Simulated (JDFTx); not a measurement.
CdTe, 2 atoms in the cell. It takes space group F-43m (No. 216, cubic). The conventional cell has a = 6.410 Å, b = 6.410 Å, c = 6.410 Å, α = 90.00°, β = 90.00°, γ = 90.00°. Te (site symmetry -43m) is surrounded by 4 Cd at 2.78 Å. Around Cd (site symmetry -43m) lie 4 Te at 2.78 Å. 

- Program: JDFTx 1.7.0 (patched build)
- Task: band structure
- Functional: r2SCAN
- Potentials or basis: SG15-PBE-1.2 with smoothed tails
- Cutoff: 1088 eV
- Density cutoff: 8708 eV
- k mesh: 3 × 3 × 3
- Occupations: fermi-dirac, width 0.05 eV
- Spin: no spin polarisation
- Band ratio of the Davidson solver: 1.3
- Local potential set to -Z/r beyond: 6 bohr
- Bands: 25
- Density cutoff over wavefunction cutoff: 8
- Max SCF steps: 30
- SCF threshold on the energy: 1e-06 Ha
- Solver of the electrons: minimize
- Further solve for the empty bands: no
- Start: density of an earlier self-consistent run, held fixed
- Path: G-X-W-K-G-L-U-W-L-K-U-X

Potentials or basis: SG15-PBE-1.2 with smoothed tails.

Command:

```console
$ jdftx -c 1 -i bands.in -o bands.out
```

Hardware: 1 thread of Arm Neoverse V1, on a shared host.

Question: How long does it take, and how much memory?

Answer: It took 6.6 min on 1 thread of Arm Neoverse V1, with other jobs on the host, peak memory 0.18 GiB. Counts: scf iterations 0, bands 25, plane waves 5372.
